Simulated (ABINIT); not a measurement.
Na:

```
CELL_PARAMETERS angstrom
3.76700 0.00000 0.00000
-1.88350 3.26232 0.00000
0.00000 0.00000 6.15400
ATOMIC_POSITIONS crystal
Na 0.66667 0.33333 0.75000
Na 0.33333 0.66667 0.25000
```

This isn't the form of Na at room conditions, which is bcc.

```yaml
Program: ABINIT 10.8.3 (patched build)
Task: relaxation of cell and atoms
Functional: LDA
Potentials_or_basis: PseudoDojo NC SR LDA v0.4.1 standard
Cutoff: 1197 eV
k_mesh: 6 × 6 × 4
Occupations: fermi-dirac, width 0.05 eV
Spin: no spin polarisation
```

At the start: pressure -0.9 GPa; volume 37.81 Å³/atom.

Question: How do energy, volume and symmetry change on relaxing?

Answer: Over 9 steps the energy falls by 16.3 meV/atom and the volume is 33.33 Å³/atom (-11.8 %); space group P6_3/mmc (No. 194, to 0.05 Å).

Step by step:
| step | energy change (eV) | largest force (eV/Å) | pressure (GPa) | volume (Å³) |
| --- | --- | --- | --- | --- |
| 1 | 0.0000 | 0.0000 | -0.91 | 75.63 |
| 2 | -0.0014 | 0.0000 | -0.89 | 75.42 |
| 3 | -0.0315 | 0.0000 | 0.21 | 65.22 |
| 4 | -0.0326 | 0.0000 | -0.02 | 66.87 |
| 5 | -0.0326 | 0.0000 | 0.00 | 66.66 |
| 6 | -0.0326 | 0.0000 | 0.00 | 66.66 |
| 7 | -0.0326 | 0.0000 | 0.01 | 66.64 |
| 8 | -0.0326 | 0.0000 | 0.01 | 66.64 |
| 9 | -0.0326 | 0.0000 | 0.00 | 66.67 |

Final structure:
```cif
data_structure
_symmetry_space_group_name_H-M 'P 1'
_symmetry_Int_Tables_number 1
_cell_length_a 3.6573
_cell_length_b 3.6573
_cell_length_c 5.7553
_cell_angle_alpha 90.000
_cell_angle_beta 90.000
_cell_angle_gamma 120.000
_cell_volume 66.67
loop_
_atom_site_label
_atom_site_type_symbol
_atom_site_fract_x
_atom_site_fract_y
_atom_site_fract_z
_atom_site_occupancy
Na1 Na 0.66667 0.33333 0.75000 1
Na2 Na 0.33333 0.66667 0.25000 1
```

Caveat: the volume moved by -12 % from the deposited cell, more than functionals usually miss.
